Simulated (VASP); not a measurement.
# Li (P6_3/mmc) in VASP: further runs

The runs below take Li through single point, with PBE, PBEsol.

Program: VASP 6.6.1. These are calculated values, not measurements. Logs are shortened: lines on timing, memory, paths and dates and some standing lists are left out, and cuts for length are marked.

### Step 1. The undisturbed crystal

It takes space group P6_3/mmc (No. 194, hexagonal). The conventional cell has a = 3.111 Å, b = 3.111 Å, c = 5.093 Å, α = 90.00°, β = 90.00°, γ = 120.00°. Li (site symmetry -6m2) is surrounded by 12 Li at 3.11 to 3.12 Å.

This isn't the form of Li at room conditions, which is bcc.

### Step 2. Single point, PBE (volume scaled by 1.02)

INCAR

```
SYSTEM = Li
  PREC = Accurate
  ENCUT = 520
  EDIFF = 1E-6
  ISMEAR = -1
  SIGMA = 0.03
  LREAL = .FALSE.
  LASPH = .TRUE.
  NELM = 60
  ALGO = Fast
  ISIF = 2
  LWAVE = .FALSE.
  LCHARG = .FALSE.
  GGA = PE
  NBANDS = 10
```

KPOINTS

```
regular mesh
0
G
  15 15 8
  0 0 0
```

POSCAR

```
Li
1.0
    3.1316054153      0.0000000000      0.0000000000
   -1.5658027076      2.7120498443      0.0000000000
    0.0000000000      0.0000000000      5.1267294598
Li
2
Direct
    0.3333333333      0.6666666667      0.2500000000
    0.6666666667      0.3333333333      0.7500000000
```

Potentials or basis: VASP PAW PBE potentials, release 64 (Li_sv).

Command:

```console
> cat potpaw_PBE.64/Li_sv/POTCAR > POTCAR
> mpirun -np 1 vasp_std > vasp.out
```

OUTCAR:

```text
SYSTEM = Li
   PREC = Accurate
   ENCUT = 520
   EDIFF = 1E-6
   ISMEAR = -1
   LREAL = .FALSE.
   LASPH = .TRUE.
   NELM = 60
   ISIF = 2
   GGA = PE

 ion  position               nearest neighbor table
   1  0.333  0.667  0.250-
   2  0.667  0.333  0.750-

  LATTYP: Found a hexagonal cell.
 ALAT       =     3.1316054153
 C/A-ratio  =     1.6370930497

  Lattice vectors:

 A1 = (   3.1316054153,   0.0000000000,   0.0000000000)
 A2 = (  -1.5658027076,   2.7120498443,   0.0000000000)
 A3 = (   0.0000000000,   0.0000000000,   5.1267294598)

Analysis of symmetry for initial positions (statically):
=====================================================================
 Subroutine PRICEL returns:
 Original cell was already a primitive cell.

 Routine SETGRP: Setting up the symmetry group for a
 hexagonal supercell.

 Subroutine GETGRP returns: Found 24 space group operations
 (whereof 12 operations were pure point group operations)
 out of a pool of 24 trial point group operations.

The static configuration has the point symmetry D_3d.
 The point group associated with its full space group is D_6h.

Analysis of symmetry for dynamics (positions and initial velocities):
=====================================================================
 Subroutine PRICEL returns:
 Original cell was already a primitive cell.

 Routine SETGRP: Setting up the symmetry group for a
 hexagonal supercell.

 Subroutine GETGRP returns: Found 24 space group operations
 (whereof 12 operations were pure point group operations)
 out of a pool of 24 trial point group operations.

The dynamic configuration has the point symmetry D_3d.
 The point group associated with its full space group is D_6h.

 Subroutine INISYM returns: Found 24 space group operations
 (whereof 12 operations are pure point group operations),
 and found     1 'primitive' translations

----------------------------------------------------------------------------------------

                                     Primitive cell

  volume of cell :      43.5417

  direct lattice vectors                    reciprocal lattice vectors
     3.131605415  0.000000000  0.000000000     0.319325032  0.184362393  0.000000000
    -1.565802708  2.712049844  0.000000000     0.000000000  0.368724787  0.000000000
     0.000000000  0.000000000  5.126729460     0.000000000  0.000000000  0.195056128

  length of vectors
     3.131605415  3.131605415  5.126729460     0.368724787  0.368724787  0.195056128

  position of ions in fractional coordinates (direct lattice)
     0.333333333  0.666666667  0.250000000
     0.666666667  0.333333333  0.750000000

  ion indices of the primitive-cell ions
   primitive index   ion index
                 1           1
                 2           2

----------------------------------------------------------------------------------------

 KPOINTS: regular mesh

Automatic generation of k-mesh.
 Grid dimensions read from file:
 generate k-points for:   15   15    8

 Generating k-lattice:

  Cartesian coordinates                     Fractional coordinates (reciprocal lattice)
     0.021288335  0.012290826  0.000000000     0.066666667 -0.000000000  0.000000000
     0.000000000  0.024581652  0.000000000     0.000000000  0.066666667  0.000000000
     0.000000000  0.000000000  0.024382016     0.000000000  0.000000000  0.125000000

  Length of vectors
     0.024581652  0.024581652  0.024382016

  Shift w.r.t. Gamma in fractional coordinates (k-lattice)
     0.000000000  0.000000000  0.000000000

 Subroutine IBZKPT returns following result:
 ===========================================

 Found    135 irreducible k-points:

 Following reciprocal coordinates:
            Coordinates               Weight
  0.000000  0.000000  0.000000      1.000000
  0.066667  0.000000  0.000000      6.000000
  0.133333  0.000000  0.000000      6.000000
  0.200000 -0.000000  0.000000      6.000000
  0.266667  0.000000  0.000000      6.000000
  0.333333  0.000000  0.000000      6.000000
[... 16 lines left out ...]
  0.333333  0.200000  0.000000     12.000000
  0.400000  0.200000  0.000000      6.000000
 [... further k-points ...]
   k-points           NKPTS =    135   k-points in BZ     NKDIM =    135   number of bands    NBANDS=     10
   number of dos      NEDOS =    301   number of ions     NIONS =      2
   total plane-waves  NPLWV =  23040
   dimension x,y,z NGX =    24 NGY =   24 NGZ =   40
   dimension x,y,z NGXF=    48 NGYF=   48 NGZF=   80
   ions per type =               2
   NGX,Y,Z   is equivalent  to a cutoff of  12.74, 12.74, 12.97 a.u.
   NGXF,Y,Z  is equivalent  to a cutoff of  25.48, 25.48, 25.94 a.u.
 SYSTEM =  Li
   PREC   = accura    normal or accurate (medium, high low for compatibility)
   ISTART =      0    job   : 0-new  1-cont  2-samecut
   ICHARG =      2    charge: 1-file 2-atom 10-const
   ISPIN  =      1    spin polarized calculation?
   LNONCOLLINEAR =      F non collinear calculations
   LSORBIT =      F    spin-orbit coupling
   LASPH  =      T    aspherical Exc in radial PAW
   ENCUT  =  520.0 eV  38.22 Ry    6.18 a.u.   5.82  5.82  9.53*2*pi/ulx,y,z
   NELM   =     60;   NELMIN=  2; NELMDL= -5     # of ELM steps
   EDIFF  = 0.1E-05   stopping-criterion for ELM
   LREAL  =      F    real-space projection
   EDIFFG = 0.1E-04   stopping-criterion for IOM
   NSW    =      0    number of steps for IOM
   IBRION =     -1    ionic relax: 0-MD 1-quasi-New 2-CG
   NFREE  =      0    steps in history (QN), initial steepest desc. (CG)
   ISIF   =      2    stress and relaxation
   ISYM   =      2    0-nonsym 1-usesym 2-fastsym
   POTIM  = 0.5000    time-step for ionic-motion
   TEBEG  =    0.0;   TEEND  =   0.0 temperature during run
   PSTRESS=    0.0 pullay stress
   NELECT =       6.0000    total number of electrons
   NUPDOWN=      -1.0000    fix difference up-down
   EMIN   =  10.00;   EMAX   =-10.00  energy-range for DOS
   EFERMI =   0.00;   METHOD = LEGACY
   ISMEAR =    -1;   SIGMA  =   0.03  broadening in eV -4-tet -1-fermi 0-gaus
   EFERMI_NEDOS =   21; number of points for ismear=-14 and -15
   IALGO  =     68    algorithm
   IMIX   =      4    mixing-type and parameters
     AMIX     =   0.40;   BMIX     =  1.00
     AMIX_MAG =   1.60;   BMIX_MAG =  1.00
  volume/ion in A,a.u.               =      21.77       146.92
  Fermi-wavevector in a.u.,A,eV,Ry     =   0.845584  1.597923  9.728338  0.715013
  Thomas-Fermi vector in A             =   1.960796
   LORBIT       =      0    0 simple, 1 ext, 2 COOP (PROOUT), +10 PAW based schemes
   GGA     = PE    functional components
   LHFCALC =     F    Hartree Fock is set to
   AEXX    =    0.0000 exact exchange contribution
   IVDW    =     0    specifies the selected vdW correction
   LEPSILON=     F    determine dielectric tensor
   LRPA    =     F    only Hartree local field effects (RPA)
 non-spin polarized calculation
 RMM-DIIS sequential band-by-band and
  energy-cutoff  :      520.00
  volume of cell :       43.54
 maximum number of plane-waves:      1189
 NGX is ok and might be reduce to    24
   NGX = 11   NGY = 11   NGZ = 19

 number of electron       5.9999995 magnetization

 Free energy of the ion-electron system (eV)
  ---------------------------------------------------
  ext. energy  EPLUGINS =         0.00000000
  ---------------------------------------------------
  free energy    TOTEN  =        -3.80407263 eV

  energy without entropy =       -3.80080616  energy(sigma->0) =       -3.80243939

 E-fermi :   0.4344     XC(G=0):  -6.8730

 val. band max:        0.4314609696   @ k =   0.0000   0.0000   0.0000
 cond. band min:       0.4352769537   @ k =   0.4667   0.0667   0.0000
 fundamental gap:      0.0038159841
 Fermi energy:         0.4343926737

 k-point     1 :       0.0000    0.0000    0.0000
  band No.  band energies     occupation
      1     -46.2232      2.00000
      2     -46.2100      2.00000
      3      -3.0347      2.00000
      4       0.4315      1.04882
      5       3.1103      0.00000
      6      12.3041      0.00000
      7      12.3041      0.00000
      8      13.6388      0.00000
      9      13.6389      0.00000
     10      14.1444      0.00000

 k-point     2 :       0.0667    0.0000    0.0000
  band No.  band energies     occupation
      1     -46.2227      2.00000
      2     -46.2097      2.00000
      3      -2.9660      2.00000
      4       0.5205      0.10719
      5       3.1403      0.00000
      6      11.5572      0.00000
      7      11.7925      0.00000
      8      13.6115      0.00000
      9      13.9513      0.00000
     10      14.0758      0.00000

 k-point     3 :       0.1333    0.0000    0.0000
  band No.  band energies     occupation
      1     -46.2213      2.00000
      2     -46.2090      2.00000
      3      -2.7592      2.00000
      4       0.7875      0.00002
      5       3.2252      0.00000
      6      10.0340      0.00000
      7      10.9572      0.00000
      8      13.4937      0.00000
      9      13.7128      0.00000
     10      14.0644      0.00000

 k-point     4 :       0.2000   -0.0000    0.0000
  band No.  band energies     occupation
      1     -46.2191      2.00000
      2     -46.2081      2.00000
      3      -2.4142      2.00000
      4       1.2317      0.00000
      5       3.3404      0.00000
      6       8.4214      0.00000
      7      10.1750      0.00000
      8      12.6404      0.00000
      9      12.7237      0.00000
     10      13.7239      0.00000

 k-point     5 :       0.2667    0.0000    0.0000
  band No.  band energies     occupation
      1     -46.2164      2.00000
      2     -46.2070      2.00000
      3      -1.9317      2.00000
      4       1.8515      0.00000
      5       3.4011      0.00000
      6       7.0222      0.00000
      7       9.5212      0.00000
      8      11.0162      0.00000
      9      11.2646      0.00000
     10      13.3002      0.00000

 k-point     6 :       0.3333    0.0000    0.0000
  band No.  band energies     occupation
      1     -46.2137      2.00000
      2     -46.2061      2.00000
      3      -1.3158      2.00000
      4       2.6429      0.00000
      5       3.1712      0.00000
      6       6.1468      0.00000
      7       9.0202      0.00000
      8       9.3111      0.00000
      9       9.9229      0.00000
     10      12.8947      0.00000
[... 183 lines left out ...]
 k-point    21 :       0.2000    0.2000    0.0000
  band No.  band energies     occupation
      1     -46.2131      2.00000
      2     -46.2060      2.00000
      3      -1.1677      2.00000
      4       2.8199      0.00000
      5       3.5921      0.00000
      6       5.6247      0.00000
      7       7.2901      0.00000
      8      10.1147      0.00000
      9      11.2219      0.00000
     10      11.7414      0.00000

 k-point    22 :       0.2667    0.2000    0.0000
  band No.  band energies     occupation
      1     -46.2109      2.00000
      2     -46.2056      2.00000
      3      -0.4782      2.00000
      4       3.3720      0.00000
      5       3.6892      0.00000
      6       4.7389      0.00000
      7       6.7875      0.00000
      8       8.8475      0.00000
      9      10.5472      0.00000
     10      10.9055      0.00000

 k-point    23 :       0.3333    0.2000    0.0000
  band No.  band energies     occupation
      1     -46.2091      2.00000
      2     -46.2056      2.00000
      3       0.3216      1.95454
      4       2.5364      0.00000
      5       4.5461      0.00000
      6       4.6979      0.00000
      7       6.4816      0.00000
      8       7.4668      0.00000
      9      10.0450      0.00000
     10      10.5062      0.00000

 k-point    24 :       0.4000    0.2000    0.0000
  band No.  band energies     occupation
      1     -46.2083      2.00000
      2     -46.2057      2.00000
      3       0.9380      0.00000
      4       1.8418      0.00000
      5       4.5602      0.00000
      6       5.5016      0.00000
      7       6.3717      0.00000
      8       6.5236      0.00000
      9       9.8680      0.00000
     10      10.3874      0.00000

 [... further k-points ...]

------------------------ aborting loop because EDIFF is reached ----------------------------------------

  FORCE on cell =-STRESS in cart. coord.  units (eV):
  Direction    XX          YY          ZZ          XY          YZ          ZX
  --------------------------------------------------------------------------------------
  -------------------------------------------------------------------------------------
  Total       -0.2573204     -0.2573204     -0.2544777     -0.0000000      0.0000000      0.0000000
  in kB       -9.4684680     -9.4684680     -9.3638664     -0.0000000      0.0000000      0.0000000
  external PRESSURE =      -9.4336008 kB  Pullay stress =       0.0000000 kB

 VOLUME and BASIS-vectors are now :
 -----------------------------------------------------------------------------
  energy-cutoff  :      520.00
  volume of cell :       43.54
      direct lattice vectors                 reciprocal lattice vectors
     3.131605415  0.000000000  0.000000000     0.319325032  0.184362393  0.000000000
    -1.565802708  2.712049844  0.000000000     0.000000000  0.368724787  0.000000000
     0.000000000  0.000000000  5.126729460     0.000000000  0.000000000  0.195056128

 POSITION                                       TOTAL-FORCE (eV/Angst)
 -----------------------------------------------------------------------------------
     -0.00000      1.80803      1.28168         0.000000     -0.000000      0.000000
      1.56580      0.90402      3.84505        -0.000000      0.000000      0.000000
 -----------------------------------------------------------------------------------
    total drift:                               -0.000000      0.000000      0.000000

  FREE ENERGIE OF THE ION-ELECTRON SYSTEM (eV)
  ---------------------------------------------------
  free  energy   TOTEN  =        -3.8040726306 eV

  energy  without entropy=       -3.8008061582  energy(sigma->0) =       -3.80243939
```

Run time: 35 s. Hardware: 1 thread of Intel Xeon Platinum 8259CL at 2.50GHz (Skylake/Cascade Lake), shared host; peak memory 0.17 GiB.

Results:

| Item | Value |
| --- | --- |
| Free energy | -3.8041 eV |
| Band gap on the k mesh | none (metal or under the smearing width) |

Levels at points of the mesh, in eV from the Fermi level:
| k point | band 1 | band 2 | band 3 | band 4 | band 5 | band 6 | band 7 | band 8 |
| --- | --- | --- | --- | --- | --- | --- | --- | --- |
| (0.00, 0.00, 0.00) | -46.66 | -46.64 | -3.47 | 0.00 | 2.68 | 11.87 | 11.87 | 13.20 |
| (0.00, 0.00, 0.50) | -46.65 | -46.65 | -2.39 | -2.39 | 7.54 | 7.54 | 12.73 | 12.73 |

Caveat: the cutoff is under 1.25 times the usual one of these potentials, so pressure, stress and relaxed cells hold a basis-set (Pulay) error.

### Step 3. Single point, PBEsol (functional pbesol, volume scaled by 1.04)

INCAR

```
ALGO = Fast
EDIFF = 1E-6
ENCUT = 520
GGA = PS
ISIF = 2
ISMEAR = -1
LASPH = T
LCHARG = T
LELF = T
LREAL = F
LVHAR = T
LWAVE = F
NBANDS = 10
NELM = 100
PREC = Accurate
SIGMA = 0.03
```

KPOINTS

```
k-points
0
Gamma
  15 15 8
```

POSCAR

```
Li
1.0
    3.1519410852      0.0000000000      0.0000000000
   -1.5759705426      2.7296610510      0.0000000000
    0.0000000000      0.0000000000      5.1600208437
Li
2
Direct
    0.3333333333      0.6666666667      0.2500000000
    0.6666666667      0.3333333333      0.7500000000
```

Potentials or basis: VASP PAW PBE potentials, release 64 (Li_sv).

Command:

```console
> cat potpaw_PBE.64/Li_sv/POTCAR > POTCAR
> mpirun -np 1 vasp_std > vasp.out
```

It took 94 s on 1 thread of Intel Xeon Platinum 8175M at 2.50GHz (Skylake/Cascade Lake), shared host; peak memory 0.17 GiB.

The run converged. Its results:

```yaml
Free_energy: -3.9214 eV
Band_gap_on_the_k_mesh: none (metal or under the smearing width)
```

Levels at points of the mesh, in eV from the Fermi level:
```csv
k point,band 1,band 2,band 3,band 4,band 5,band 6,band 7
"(0.00, 0.00, 0.00)",-46.08,-46.07,-3.44,0.00,2.62,11.73,11.73
"(0.00, 0.00, 0.50)",-46.07,-46.07,-2.37,-2.37,7.45,7.45,12.58
```

Caveat: the cutoff is under 1.25 times the usual one of these potentials, so pressure, stress and relaxed cells hold a basis-set (Pulay) error; the PAW data sets were made with another functional, which shifts forces and pressure a little.
